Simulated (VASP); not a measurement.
# BAs (F-43m) in VASP: a series of runs

The runs below take BAs through single point, with HSE(alpha, omega).

Everything below comes from runs of VASP 6.6.1. Logs are shortened: lines on timing, memory, paths and dates and some standing lists are left out, and cuts for length are marked.

## (1) The crystal as given

It takes space group F-43m (No. 216, cubic). The conventional cell has a = 4.777 Å, b = 4.777 Å, c = 4.777 Å, α = 90.00°, β = 90.00°, γ = 90.00°. Around As (site symmetry -43m) lie 4 B at 2.07 Å. B (site symmetry -43m) is surrounded by 4 As at 2.07 Å.

## (2) Single point, HSE(alpha, omega)

Input file POSCAR:

```
BAs
1.0
    0.0000000000      2.3885000000      2.3885000000
    2.3885000000      0.0000000000      2.3885000000
    2.3885000000      2.3885000000      0.0000000000
As B
1 1
Direct
    0.7500000000      0.7500000000      0.7500000000
    0.0000000000      0.0000000000      0.0000000000
```

Input file INCAR.step1:

```
SYSTEM = BAs
PREC = Accurate ; ENCUT = 520
EDIFF = 1E-5 ; ISMEAR = -1
SIGMA = 0.05 ; LREAL = .FALSE.
LASPH = .TRUE. ; NELM = 60
ALGO = Normal ; ISIF = 2
LWAVE = .TRUE. ; LCHARG = .FALSE.
NBANDS = 11 ; GGA = PE
```

Input file INCAR.step2:

```
SYSTEM = BAs
PREC = Accurate ; ENCUT = 520
EDIFF = 1E-7 ; ISMEAR = -1
SIGMA = 0.05 ; LREAL = .FALSE.
LASPH = .TRUE. ; NELM = 60
ALGO = Normal ; ISIF = 2
LWAVE = .FALSE. ; LCHARG = .FALSE.
GGA = PE ; LHFCALC = .TRUE.
HFSCREEN = 0.15 ; AEXX = 0.25
PRECFOCK = Fast ; NBANDS = 11
ISTART = 1
```

Input file KPOINTS:

```
regular mesh
0
G
  5 5 5
  0 0 0
```

Potentials or basis: VASP PAW PBE potentials, release 64 (As, B).

Command:

```bash
$ cat potpaw_PBE.64/As/POTCAR potpaw_PBE.64/B/POTCAR > POTCAR
$ cp INCAR.step1 INCAR
$ mpirun -np 1 vasp_std > vasp.out
$ cp INCAR.step2 INCAR
$ mpirun -np 1 vasp_std > vasp.out
```

OUTCAR:

```text
SYSTEM = BAs
   PREC = Accurate
   ENCUT = 520
   EDIFF = 1E-7
   ISMEAR = -1
   LREAL = .FALSE.
   LASPH = .TRUE.
   NELM = 60
   ISIF = 2
   GGA = PE
   LHFCALC = .TRUE.
   HFSCREEN = 0.15
   AEXX = 0.25
   PRECFOCK = Fast
   ISTART = 1

 ion  position               nearest neighbor table
   1  0.750  0.750  0.750-   2 2.07   2 2.07   2 2.07   2 2.07
   2  0.000  0.000  0.000-   1 2.07   1 2.07   1 2.07   1 2.07

  LATTYP: Found a face centered cubic cell.
 ALAT       =     4.7770000000

  Lattice vectors:

 A1 = (   0.0000000000,   2.3885000000,   2.3885000000)
 A2 = (   2.3885000000,   0.0000000000,   2.3885000000)
 A3 = (   2.3885000000,   2.3885000000,   0.0000000000)

Analysis of symmetry for initial positions (statically):
=====================================================================
 Subroutine PRICEL returns:
 Original cell was already a primitive cell.

 Routine SETGRP: Setting up the symmetry group for a
 face centered cubic supercell.

 Subroutine GETGRP returns: Found 24 space group operations
 (whereof 24 operations were pure point group operations)
 out of a pool of 48 trial point group operations.

The static configuration has the point symmetry T_d .

Analysis of symmetry for dynamics (positions and initial velocities):
=====================================================================
 Subroutine PRICEL returns:
 Original cell was already a primitive cell.

 Routine SETGRP: Setting up the symmetry group for a
 face centered cubic supercell.

 Subroutine GETGRP returns: Found 24 space group operations
 (whereof 24 operations were pure point group operations)
 out of a pool of 48 trial point group operations.

The dynamic configuration has the point symmetry T_d .

 Subroutine INISYM returns: Found 24 space group operations
 (whereof 24 operations are pure point group operations),
 and found     1 'primitive' translations

----------------------------------------------------------------------------------------

                                     Primitive cell

  volume of cell :      27.2525

  direct lattice vectors                    reciprocal lattice vectors
     0.000000000  2.388500000  2.388500000    -0.209336404  0.209336404  0.209336404
     2.388500000  0.000000000  2.388500000     0.209336404 -0.209336404  0.209336404
     2.388500000  2.388500000  0.000000000     0.209336404  0.209336404 -0.209336404

  length of vectors
     3.377849094  3.377849094  3.377849094     0.362581287  0.362581287  0.362581287

  position of ions in fractional coordinates (direct lattice)
     0.750000000  0.750000000  0.750000000
     0.000000000  0.000000000  0.000000000

  ion indices of the primitive-cell ions
   primitive index   ion index
                 1           1
                 2           2

----------------------------------------------------------------------------------------

 KPOINTS: regular mesh

Automatic generation of k-mesh.
 Grid dimensions read from file:
 generate k-points for:    5    5    5

 Generating k-lattice:

  Cartesian coordinates                     Fractional coordinates (reciprocal lattice)
    -0.041867281  0.041867281  0.041867281     0.200000000  0.000000000  0.000000000
     0.041867281 -0.041867281  0.041867281     0.000000000  0.200000000  0.000000000
     0.041867281  0.041867281 -0.041867281     0.000000000  0.000000000  0.200000000

  Length of vectors
     0.072516257  0.072516257  0.072516257

  Shift w.r.t. Gamma in fractional coordinates (k-lattice)
     0.000000000  0.000000000  0.000000000

 Subroutine IBZKPT returns following result:
 ===========================================

 Found     10 irreducible k-points:

 Following reciprocal coordinates:
            Coordinates               Weight
  0.000000  0.000000  0.000000      1.000000
  0.200000  0.000000  0.000000      8.000000
  0.400000  0.000000  0.000000      8.000000
  0.200000  0.200000  0.000000      6.000000
  0.400000  0.200000  0.000000     24.000000
 -0.400000  0.200000  0.000000     24.000000
 -0.200000  0.200000  0.000000     12.000000
  0.400000  0.400000  0.000000      6.000000
 -0.400000  0.400000  0.000000     12.000000
 -0.400000  0.400000  0.200000     24.000000
   k-points           NKPTS =     10   k-points in BZ     NKDIM =    125   number of bands    NBANDS=     11
   number of dos      NEDOS =    301   number of ions     NIONS =      2
   total plane-waves  NPLWV =  21952
   dimension x,y,z NGX =    28 NGY =   28 NGZ =   28
   dimension x,y,z NGXF=    56 NGYF=   56 NGZF=   56
   ions per type =               1   1
   NGX,Y,Z   is equivalent  to a cutoff of  13.78, 13.78, 13.78 a.u.
   NGXF,Y,Z  is equivalent  to a cutoff of  27.56, 27.56, 27.56 a.u.
 SYSTEM =  BAs
   PREC   = accura    normal or accurate (medium, high low for compatibility)
   ISTART =      1    job   : 0-new  1-cont  2-samecut
   ICHARG =      0    charge: 1-file 2-atom 10-const
   ISPIN  =      1    spin polarized calculation?
   LNONCOLLINEAR =      F non collinear calculations
   LSORBIT =      F    spin-orbit coupling
   LASPH  =      T    aspherical Exc in radial PAW
   ENCUT  =  520.0 eV  38.22 Ry    6.18 a.u.   6.28  6.28  6.28*2*pi/ulx,y,z
   NELM   =     60;   NELMIN=  2; NELMDL=  0     # of ELM steps
   EDIFF  = 0.1E-06   stopping-criterion for ELM
   LREAL  =      F    real-space projection
   EDIFFG = 0.1E-05   stopping-criterion for IOM
   NSW    =      0    number of steps for IOM
   IBRION =     -1    ionic relax: 0-MD 1-quasi-New 2-CG
   NFREE  =      0    steps in history (QN), initial steepest desc. (CG)
   ISIF   =      2    stress and relaxation
   ISYM   =      3    0-nonsym 1-usesym 2-fastsym
   POTIM  = 0.5000    time-step for ionic-motion
   TEBEG  =    0.0;   TEEND  =   0.0 temperature during run
   PSTRESS=    0.0 pullay stress
   NELECT =       8.0000    total number of electrons
   NUPDOWN=      -1.0000    fix difference up-down
   EMIN   =  10.00;   EMAX   =-10.00  energy-range for DOS
   EFERMI =   0.00;   METHOD = LEGACY
   ISMEAR =    -1;   SIGMA  =   0.05  broadening in eV -4-tet -1-fermi 0-gaus
   EFERMI_NEDOS =   21; number of points for ismear=-14 and -15
   IALGO  =     38    algorithm
   IMIX   =      1    mixing-type and parameters
     AMIX     =   0.40;   BMIX     =  1.00
     AMIX_MAG =   1.60;   BMIX_MAG =  1.00
  volume/ion in A,a.u.               =      13.63        91.95
  Fermi-wavevector in a.u.,A,eV,Ry     =   1.088018  2.056057 16.106360  1.183784
  Thomas-Fermi vector in A             =   2.224191
   LORBIT       =      0    0 simple, 1 ext, 2 COOP (PROOUT), +10 PAW based schemes
   GGA     = PE    functional components
   LHFCALC =     T    Hartree Fock is set to
   PRECFOCK=fast      Normal, Fast or Accurate (Low or Medium for compatibility)
   ENCUT4O =  -1.0   cutoff for four orbital integrals eV
   NKREDX  =     1    reduce k-point grid by
   NKREDY  =     1    reduce k-point grid by
   NKREDZ  =     1    reduce k-point grid by
   AEXX    =    0.2500 exact exchange contribution
   HFSCREEN=    0.1500 screening length (either q_TF or 0.3 A-1)
   HFSCREENC=   0.1500 screening length for correlation (either q_TF or 0.3 A-1)
   ENCUTFOCK=  -1.0 apply spherical cutoff to Coloumb kernel
   IVDW    =     0    specifies the selected vdW correction
   LEPSILON=     F    determine dielectric tensor
   LRPA    =     F    only Hartree local field effects (RPA)
 non-spin polarized calculation
  energy-cutoff  :      520.00
  volume of cell :       27.25
 maximum number of plane-waves:       745
 NGX is ok and might be reduce to    28
  NGX = 16; NGY = 16; NGZ = 16

 number of electron       8.0000000 magnetization

 Free energy of the ion-electron system (eV)
  ---------------------------------------------------
  ext. energy  EPLUGINS =         0.00000000
  ---------------------------------------------------
  free energy    TOTEN  =       -13.45623250 eV

  energy without entropy =      -13.45623250  energy(sigma->0) =      -13.45623250

 E-fermi :   6.6230     XC(G=0):  -8.6588

 val. band max:        5.6368059121   @ k =   0.0000   0.0000   0.0000
 cond. band min:       7.6328441929   @ k =   0.4000   0.4000   0.0000
 fundamental gap:      1.9960382808
 Fermi energy:         6.6229817196

 k-point     1 :       0.0000    0.0000    0.0000
  band No.  band energies     occupation
      1     -11.3589      2.00000
      2       5.6368      2.00000
      3       5.6368      2.00000
      4       5.6368      2.00000
      5       9.9095      0.00000
      6       9.9095      0.00000
      7       9.9095      0.00000
      8      11.6979      0.00000
      9      16.4311      0.00000
     10      19.8609      0.00000
     11      19.8609      0.00000

 k-point     2 :       0.2000    0.0000    0.0000
  band No.  band energies     occupation
      1     -10.6427      2.00000
      2       1.5403      2.00000
      3       4.6971      2.00000
      4       4.6971      2.00000
      5       9.9098      0.00000
      6      11.1113      0.00000
      7      11.1113      0.00000
      8      14.2429      0.00000
      9      18.0033      0.00000
     10      18.0033      0.00000
     11      18.1620      0.00000

 k-point     3 :       0.4000    0.0000    0.0000
  band No.  band energies     occupation
      1      -8.7682      2.00000
      2      -3.1305      2.00000
      3       3.7623      2.00000
      4       3.7623      2.00000
      5       9.4357      0.00000
      6      11.5483      0.00000
      7      11.5483      0.00000
      8      15.8656      0.00000
      9      19.1614      0.00000
     10      20.1768      0.00000
     11      20.1768      0.00000
[... 71 lines left out ...]
 k-point     9 :      -0.4000    0.4000    0.0000
  band No.  band energies     occupation
      1      -6.6270      2.00000
      2      -3.6016      2.00000
      3      -0.5169      2.00000
      4       1.5774      2.00000
      5       8.3292      0.00000
      6      11.0867      0.00000
      7      17.0876      0.00000
      8      17.4395      0.00000
      9      18.4654      0.00000
     10      21.2128      0.00000
     11      24.1098      0.00000

 k-point    10 :      -0.4000    0.4000    0.2000
  band No.  band energies     occupation
      1      -7.2129      2.00000
      2      -2.8531      2.00000
      3      -0.3451      2.00000
      4       1.1004      2.00000
      5      11.1325      0.00000
      6      12.0745      0.00000
      7      12.9696      0.00000
      8      16.8673      0.00000
      9      18.2184      0.00000
     10      21.3233      0.00000
     11      23.9881      0.00000

------------------------ aborting loop because EDIFF is reached ----------------------------------------

  FORCE on cell =-STRESS in cart. coord.  units (eV):
  Direction    XX          YY          ZZ          XY          YZ          ZX
  --------------------------------------------------------------------------------------
  -------------------------------------------------------------------------------------
  Total       -0.1054361     -0.1054361     -0.1054361      0.0000000     -0.0000000      0.0000000
  in kB       -6.1986075     -6.1986075     -6.1986075      0.0000000     -0.0000000      0.0000000
  external PRESSURE =      -6.1986075 kB  Pullay stress =       0.0000000 kB

 VOLUME and BASIS-vectors are now :
 -----------------------------------------------------------------------------
  energy-cutoff  :      520.00
  volume of cell :       27.25
      direct lattice vectors                 reciprocal lattice vectors
     0.000000000  2.388500000  2.388500000    -0.209336404  0.209336404  0.209336404
     2.388500000  0.000000000  2.388500000     0.209336404 -0.209336404  0.209336404
     2.388500000  2.388500000  0.000000000     0.209336404  0.209336404 -0.209336404

 POSITION                                       TOTAL-FORCE (eV/Angst)
 -----------------------------------------------------------------------------------
      3.58275      3.58275      3.58275         0.000000      0.000000      0.000000
      0.00000      0.00000      0.00000        -0.000000     -0.000000     -0.000000
 -----------------------------------------------------------------------------------
    total drift:                               -0.000000      0.000000      0.000000

  FREE ENERGIE OF THE ION-ELECTRON SYSTEM (eV)
  ---------------------------------------------------
  free  energy   TOTEN  =       -13.4562325006 eV

  energy  without entropy=      -13.4562325003  energy(sigma->0) =      -13.45623250
```

Wall time 76 s (1 thread of AMD EPYC 9R45 (Zen 5), shared host); peak memory 0.23 GiB.

What came out:

| Item | Value |
| --- | --- |
| Free energy | -13.4562 eV |
| Pressure | -0.6 GPa |
| Band gap on the k mesh | 2.00 eV, indirect (least direct gap 4.27 eV) |

Levels at points of the mesh, in eV from the valence-band top:
| k point | band 1 | band 2 | band 3 | band 4 | band 5 | band 6 | band 7 | band 8 |
| --- | --- | --- | --- | --- | --- | --- | --- | --- |
| (0.00, 0.00, 0.00) | -17.00 | 0.00 | 0.00 | 0.00 | 4.27 | 4.27 | 4.27 | 6.06 |

Caveat: the k mesh is coarse (spacing up to 0.46 Å⁻¹), so the values aren't converged, least of all with exact exchange; the PAW data sets were made with another functional, which shifts forces and pressure a little; an odd mesh through Γ misses points on the zone boundary, where band edges often lie.

## (3) Single point, HSE(alpha, omega)

POSCAR is that of step 2.

INCAR.step1 is that of step 2.

INCAR.step2: that of step 2 with these lines changed.

```diff
@@ -8,3 +8,3 @@
 GGA = PE ; LHFCALC = .TRUE.
-HFSCREEN = 0.15 ; AEXX = 0.25
+HFSCREEN = 0.2 ; AEXX = 0.25
 PRECFOCK = Fast ; NBANDS = 11
```

KPOINTS is that of step 2.

Potentials or basis: VASP PAW PBE potentials, release 64 (As, B).

Command:

```bash
$ cat potpaw_PBE.64/As/POTCAR potpaw_PBE.64/B/POTCAR > POTCAR
$ cp INCAR.step1 INCAR
$ mpirun -np 1 vasp_std > vasp.out
$ cp INCAR.step2 INCAR
$ mpirun -np 1 vasp_std > vasp.out
```

Wall time 77 s (1 thread of AMD EPYC 9R45 (Zen 5), shared host); peak memory 0.23 GiB.

The run converged. Its results:

```
Free energy            : -13.2405 eV
Pressure               : -0.5 GPa
Band gap on the k mesh : 1.87 eV, indirect (least direct gap 4.14 eV)
```

Levels at points of the mesh, in eV from the valence-band top:
```tsv
k point	band 1	band 2	band 3	band 4	band 5	band 6	band 7	band 8	band 9
(0.00, 0.00, 0.00)	-16.95	0.00	0.00	0.00	4.14	4.14	4.14	5.91	10.65
```

Caveat: the k mesh is coarse (spacing up to 0.46 Å⁻¹), so the values aren't converged, least of all with exact exchange; the PAW data sets were made with another functional, which shifts forces and pressure a little; an odd mesh through Γ misses points on the zone boundary, where band edges often lie.

## (4) Single point, HSE(alpha, omega)

POSCAR is that of step 3.

INCAR.step1 is that of step 3.

INCAR.step2: that of step 3 with these lines changed.

```diff
@@ -8,3 +8,3 @@
 GGA = PE ; LHFCALC = .TRUE.
-HFSCREEN = 0.2 ; AEXX = 0.25
+HFSCREEN = 0.3 ; AEXX = 0.25
 PRECFOCK = Fast ; NBANDS = 11
```

KPOINTS is that of step 3.

Command:

```bash
$ cat potpaw_PBE.64/As/POTCAR potpaw_PBE.64/B/POTCAR > POTCAR
$ cp INCAR.step1 INCAR
$ mpirun -np 1 vasp_std > vasp.out
$ cp INCAR.step2 INCAR
$ mpirun -np 1 vasp_std > vasp.out
```

It took 78 s on 1 thread of AMD EPYC 9R45 (Zen 5), shared host; peak memory 0.23 GiB.

It converged, with:

```yaml
Free_energy: -12.8620 eV
Pressure: -0.1 GPa
Band_gap_on_the_k_mesh: 1.67 eV, indirect (least direct gap 3.94 eV)
```

Levels at points of the mesh, in eV from the valence-band top:
```tsv
k point	band 2	band 3	band 4	band 5	band 6	band 7
(0.00, 0.00, 0.00)	0.00	0.00	0.00	3.94	3.94	3.94
```

Caveat: the k mesh is coarse (spacing up to 0.46 Å⁻¹), so the values aren't converged, least of all with exact exchange; the PAW data sets were made with another functional, which shifts forces and pressure a little; an odd mesh through Γ misses points on the zone boundary, where band edges often lie.

## (5) For comparison

An earlier run on the cell as given: functional PBE; potentials or basis VASP PAW PBE potentials, release 64 (As, B); cutoff 520 eV; k mesh 10 × 10 × 10; occupations fermi-dirac, width 0.05 eV; no spin polarisation.

* Pressure: 3.4 GPa
* Band gap on the k mesh: 1.18 eV, indirect (least direct gap 3.28 eV)

## (6) Overview

| level | k mesh | screening parameter | grid for exact exchange (PRECFOCK) | mesh quality | gap on the mesh (eV) | pressure (GPa) |
| --- | --- | --- | --- | --- | --- | --- |
| HSE(alpha, omega) | 5 × 5 × 5 | 0.15 | Fast | coarse | 2.00 | -0.6 |
| HSE(alpha, omega) | 5 × 5 × 5 | 0.2 | Fast | coarse | 1.87 | -0.5 |
| HSE(alpha, omega) | 5 × 5 × 5 | 0.3 | Fast | coarse | 1.67 | -0.1 |
| PBE | 10 × 10 × 10 | - | - | not flagged | 1.18 | 3.4 |

Alike in all rows: task single point; potentials or basis VASP PAW PBE potentials, release 64 (As, B); no spin polarisation; cell as given; cutoff (eV) 520; smearing fermi-dirac 0.05 eV.

Caveats: some runs use coarse meshes; the PAW data sets were made with another functional, which shifts forces and pressure a little (some runs); an odd mesh through Γ misses points on the zone boundary, where band edges often lie (some runs).

Absolute energies hang on the potentials; compare differences alone.
